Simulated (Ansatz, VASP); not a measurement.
# Two plane-wave programs on Na2S

```
Na S
1.0
     0.00000    3.24915    3.24915
     3.24915    0.00000    3.24915
     3.24915    3.24915    0.00000
Na S
2 1
Cartesian
  1.6246 1.6246 1.6246
  4.8737 4.8737 4.8737
  0.0000 0.0000 0.0000
```

Alike in both runs: task relaxation of cell and atoms; functional PBE; k mesh 6 × 6 × 6; occupations gaussian, width 0.02 eV; no spin polarisation.

|  | VASP | Ansatz |
| --- | --- | --- |
| version | VASP 6.6.1 | Ansatz 0.2.0 |
| potentials or method | VASP PAW PBE potentials, release 64 (Na_pv, S) | scalar-relativistic, plane waves, PAW |
| plane-wave cutoff (eV) | 600 | 420 |
| valence electrons in the cell | 20 | 24 |

Ansatz gave:

```
gap on the k mesh at the Fermi level, each at its own relaxed structure (eV) : 2.45
relaxed volume (Å³/atom)                                                     : 23.60
relaxed cell length with the largest relative difference (Å)                 : 4.644
energy change over the relaxation (meV/atom)                                 : -2
```

Estimate VASP's values.

gap on the k mesh at the Fermi level, each at its own relaxed structure (eV): 2.44; relaxed volume (Å³/atom): 23.68; relaxed cell length with the largest relative difference (Å): 4.649; energy change over the relaxation (meV/atom): -2.

The two sets of potentials don't hold the same shells in valence.

A hybrid or GW would open this gap; PBE tends to underestimate it.
